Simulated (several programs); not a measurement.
## What each method gives for KI (Pm-3m)

A 2-atom cell of KI (Pm-3m) from a materials database, relaxed with r2SCAN in Ansatz, was computed with several methods. The symmetry is Pm-3m (No. 221, cubic); conventional cell a = 4.291 Å, 39.51 Å³ an atom. Around K lie 8 I at 3.72 Å; around I lie 8 K at 3.72 Å. The values are computed, spin-unpolarised, and not measurements.

```
CELL_PARAMETERS angstrom
4.29109 0.00000 0.00000
0.00000 4.29109 0.00000
0.00000 0.00000 4.29109
ATOMIC_POSITIONS crystal
K 0.00000 0.00000 0.00000
I 0.50000 0.50000 0.50000
```

Gaps and times are for a single point on this cell; volume and bulk modulus come from each method's own relaxation or energy curve at fixed shape. Times are rough, from shared hosts (AMD EPYC 9R45 96-Core Processor; Arm Neoverse N1; Arm Neoverse V1), and each method has its own mesh and cell size. A dagger marks a closed or tiny gap in a crystal that DFT finds insulating: a failure of the method or a wrong SCF state. PM6 (MOPAC), PM7 (MOPAC), GFN1-xTB (tblite), GFN2-xTB (tblite) treat a cluster of cells at its zone centre, which samples few k points: where these miss a band edge, the gap comes out too large for that reason alone. Gaps from k meshes are read at a limited set of points (mesh, symmetry points, PBE's band edges), so each method's own least gap may be somewhat smaller. Force fields have no electrons; where one was fitted to this phase, its volume and modulus reflect the fit. xTB and the PM methods were fitted mostly to molecules, and can miss a solid's gap by electronvolts. Minimal bases can be far off for gaps. Times of the plane-wave rungs are withheld (a dash), since they come from other jobs, hosts and meshes; the meshes of hybrids and Hartree-Fock don't converge their gaps to the digits shown. GLLB-SC's gap includes the derivative discontinuity. G0W0 is at finite bands, cutoff and mesh. d marks a direct gap, i an indirect one (no mark: not told apart), a dash a value that wasn't computed or didn't pass its checks.

| method | kind | gap (eV) | own volume (Å³/atom) | bulk modulus (GPa) | atoms computed | processor time |
| --- | --- | --- | --- | --- | --- | --- |
| PBEsol | semilocal | – | 37.83 | – | 2 | – |
| ffield.eim (LAMMPS) | force field | – | – | – | 2 | 0.17 s |
| light PBE (260 eV, its own mesh) | light plane-wave | 3.23 i | – | – | 2 | 1.1 s |
| LDA | semilocal | 2.99 i | 35.03 | – | 2 | – |
| PM7 (MOPAC) | semi-empirical | 10.38 | – | – | cluster | 1.4 s |
| PM6 (MOPAC) | semi-empirical | 6.94 | – | – | cluster | 1.6 s |
| GFN1-xTB (tblite) | tight binding | 0.05† | 42.60 | 17 | cluster | 1.7 s |
| GFN2-xTB (tblite) | tight binding | 7.00 | – | – | cluster | 2.1 s |
| PBE | semilocal | 3.33 i | 40.87 | 12 | 2 | – |
| PBE+SOC | semilocal | 3.27 i | – | – | 2 | – |
| PBE/SZV (CP2K) | small basis | 2.97 i | – | – | 2 | 7 s |
| r2SCAN | semilocal | 4.04 i | 39.51 | 15 | 2 | – |
| GLLB-SC (GPAW) | model potential | 6.33 | – | – | 2 | 12 s |
| PBE/DZVP (CP2K) | small basis | 3.30 i | 41.25 | 13 | 2 | 16 s |
| PBE/single zeta (GPAW) | small basis | 3.06 i | – | – | 2 | 20 s |
| LC-ωPBE | hybrid | 9.11 i | – | – | 2 | – |
| HSE06 | hybrid | 4.31 i | 40.35 | – | 2 | – |
| PBE0 | hybrid | 4.99 i | – | – | 2 | – |
| r2SCANh | hybrid | 4.57 i | – | – | 2 | – |
| DDH-PBE0 | hybrid | 5.37 i | – | – | 2 | – |
| G0W0@LDA (140 eV screening cutoff) | many-body | 5.07 | – | – | 2 | – |
| HSE06+SOC | hybrid | 4.24 i | – | – | 2 | – |
| G0W0@PBE (220 eV screening cutoff) | many-body | 5.29 | – | – | 2 | – |
| G0W0@HSE06 (140 eV screening cutoff) | many-body | 5.72 | – | – | 2 | – |
| G0W0@r2SCAN (210 eV screening cutoff) | many-body | 5.66 | – | – | 2 | – |

Against HSE06 (4.31 eV) and with closed or daggered gaps left aside, the nearest gap at the points sampled is that of HSE06+SOC (-0.07 eV) and the farthest that of PM7 (MOPAC) (+6.07 eV). HSE06 is only a yardstick of convenience: for gaps this wide it usually falls short of measured ones, so a larger value can be the better one.

Volumes against r2SCAN's: PBEsol -4.3 %, LDA -11.3 %, GFN1-xTB (tblite) +7.8 %, PBE +3.5 %, PBE/DZVP (CP2K) +4.4 %, HSE06 +2.1 %.

Only the rows marked +SOC include spin-orbit coupling.
